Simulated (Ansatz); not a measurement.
# Ru: the cost of one run

Computed with Ansatz 0.2.0 (DFT PBE, scalar-relativistic, plane waves, PAW, unless a step's input says otherwise).

The COD entry's cell or inner coordinates are ideal or old and differ from later refinements, so a difference from it is no clean test against experiment.

2 further runs of the same task are left out: 2 set aside as unsound or not needed.

## (1) The structure to begin with

Symmetry: Fm-3m, No. 225, cubic system. Conventional cell: a = 5.116 Å, b = 5.116 Å, c = 5.116 Å, α = 90.00°, β = 90.00°, γ = 90.00°. Zr (site symmetry m-3m) has 8 O at 2.22 Å as nearest neighbours. Around O (site symmetry -43m) lie 4 Zr at 2.22 Å.

As a file:

```cif
data_structure
_symmetry_space_group_name_H-M 'Fm-3m'
_symmetry_Int_Tables_number 225
_cell_length_a 5.1158
_cell_length_b 5.1158
_cell_length_c 5.1158
_cell_angle_alpha 90.000
_cell_angle_beta 90.000
_cell_angle_gamma 90.000
_cell_volume 133.89
loop_
_atom_site_label
_atom_site_type_symbol
_atom_site_symmetry_multiplicity
_atom_site_Wyckoff_symbol
_atom_site_fract_x
_atom_site_fract_y
_atom_site_fract_z
_atom_site_occupancy
Zr1 Zr 4 a 0.00000 0.00000 0.00000 1
O1 O 8 c 0.25000 0.75000 0.75000 1
```

It is the result of an earlier relaxation at this level (volume 11.16 Å³/atom; gap on the mesh: 3.32 eV).

Bulk energy on matching settings, from an earlier run: -1774.6068 eV/atom.

## (2) The film's bulk on the base's lattice

The (101) plane of Ru is fitted to the (100) plane of ZrO2, a strain of +0.6 % along x and -2.4 % along y; the third vector and the atoms relax.

Input file input.yaml:

```yaml
crystal:
  lattice:
    - [5.1157963779, 0.0, 0.0]
    - [-2.557898189, 7.6736945669, 0.0]
    - [-1.5100415474, 0.9833876811, 2.0884732645]
  atoms:
    - { symbol: Ru, position: [0.25, 0.4444444444, 0.5833333333] }
    - { symbol: Ru, position: [0.25, 0.1111111111, 0.5833333333] }
    - { symbol: Ru, position: [0.25, 0.7777777778, 0.5833333333] }
    - { symbol: Ru, position: [0.75, 0.5555555556, 0.4166666667] }
    - { symbol: Ru, position: [0.75, 0.2222222222, 0.4166666667] }
    - { symbol: Ru, position: [0.75, 0.8888888889, 0.4166666667] }
basis:
  ecutwfc: 420
kpoints:
  mp_grid: { grid: [7, 5, 16] }
hamiltonian:
  xc: pbe
scf:
  occupations: { method: gaussian, width: 0.1 }
output:
  forces: true
  stress: true
  eigenvalues: true
relax:
  adjacent_minimum: "off"
  f_tol: 0.01
  max_steps: 50
  cell: { fix: [a, b, gamma], stress_tol: 0.1 }
```

Command:

```bash
$ ansatz run input.yaml --threads 8 --pin off --max-ram 20480MiB --backend cpu --events-out ev --progress --plain --runs-dir out
```

Q: Estimate wall time and peak memory on 8 threads of Intel Xeon at 2.50GHz (Skylake/Cascade Lake), shared host.

About 66 s, with a peak of 1.3 GiB.
